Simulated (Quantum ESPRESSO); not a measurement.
The system is MgS (Niningerite).

```
S Mg
1.0
     0.00000    2.60165    2.60165
     2.60165    0.00000    2.60165
     2.60165    2.60165    0.00000
S Mg
1 1
Direct
  0.50000 0.50000 0.50000
  0.00000 0.00000 0.00000
```

Base run:

```yaml
Program: Quantum ESPRESSO 7.5
Functional: LDA
Potentials_or_basis: GBRV 1.5 LDA
Cutoff: 612 eV
Density_cutoff: 4898 eV
k_mesh: 9 × 9 × 9
Occupations: fermi-dirac, width 0.05 eV
Spin: no spin polarisation
```

Its results: band gap on the k mesh 2.69 eV, indirect (least direct gap 3.48 eV); pressure -3.4 GPa.

Q: The run is repeated on the same cell with these changes: functional from LDA to PBEsol; potentials or basis from GBRV 1.5 LDA to GBRV 1.5 PBEsol. What comes out?

A: Band gap on the k mesh 2.84 eV, indirect (least direct gap 3.59 eV); pressure -1.1 GPa.

Caveats: the mesh misses the band edges, which the band path finds closer together.
